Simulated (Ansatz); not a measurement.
Ga and the effect of the functional

Symmetry: C2/c, No. 15, monoclinic system. The conventional cell has a = 2.766 Å, b = 8.053 Å, c = 3.332 Å, α = 90.00°, β = 92.02°, γ = 90.00°. Around Ga (site symmetry 2) lie 8 Ga at 2.69 to 2.92 Å.

This isn't the form of Ga at room conditions, which is orthorhombic.

Kept alike: task band structure; k mesh 10 × 10 × 8; occupations fermi-dirac, width 0.05 eV; no spin polarisation. Program: Ansatz, Ansatz PAW. Cutoffs run from 420 to 500 eV. The mesh is that of the run's cell of 2 atoms. No spin-orbit coupling.

```csv
functional,pressure (GPa)
BLYP,7.11
LDA,-3.99
PBEsol,-1.97
r2SCAN,-1.43
```

Pressure is positive in compression, with a Pulay correction for the finite cutoff. For a metal such a mesh leaves the last digits unconverged. All rows use potentials made for PBE.

Q: What does the functional change here?

A: The pressure runs from -3.99 (LDA) to 7.11 GPa (BLYP). A positive pressure means that the functional's own cell is larger than the one given, a negative one that it is smaller.

At this fixed cell, BLYP alone pushes outward, while LDA pulls inward most strongly and PBEsol and r2SCAN lie between them, fairly close together. This is the familiar order of binding strength. LDA overbinds because it penalises the inhomogeneous density of separated atoms too heavily relative to the smoother density of the solid. Gradient corrections favour inhomogeneity and so weaken the bonds, gently in PBEsol, whose exchange keeps the slowly varying limit, and much more in BLYP. The LYP correlation also fails to recover the uniform electron gas, a serious flaw for the delocalised s and p electrons of a metal such as Ga, and this probably contributes to the large expansion BLYP favours. r2SCAN respects the uniform limit and can tell metallic from covalent regions through the kinetic-energy density, which fits its place near PBEsol. The pressures give the direction of each volume change, but they don't show how the axial ratios or the monoclinic angle would relax.
